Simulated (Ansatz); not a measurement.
# Structures of SnO2: which is lowest?

Plane-wave DFT in Ansatz with scalar-relativistic PAW potentials, cutoff 420 eV, Γ-centred meshes chosen by cell and gap, Gaussian smearing with energies taken to zero width. Every cell was relaxed (cell and atoms) in a run of its own, within the symmetry of its start. Functional: PBEsol.

Relaxed structures (starts from databases or built by putting these elements on another compound's sites):
A. P4_2/mnm, 6 atoms in the computed cell, a = 4.768 Å, c = 3.212 Å; sites (symmetry × multiplicity) Sn m.mm × 2, O m.2m × 4; start: database
B. I4_1/amd, 6 atoms in the computed cell, a = 4.012 Å, c = 10.248 Å; sites (symmetry × multiplicity) Sn -4m2 × 4, O 2mm. × 8; start: database

Question: Rank them by energy. Could pressure change the order?

Answer:
| structure | group | E − E(lowest) (meV/atom) | V (Å³/atom) | gap on mesh (eV) |
| --- | --- | --- | --- | --- |
| A | P4_2/mnm | 0.0 | 12.17 | 0.92 |
| B | I4_1/amd | 74 | 13.74 | 1.54 |

A is lowest, 74 meV/atom under B. The lowest is also the densest of these, so pressure wouldn't bring one of the others in at first order. Other structures may lie lower than all of these, and vibrations aren't counted.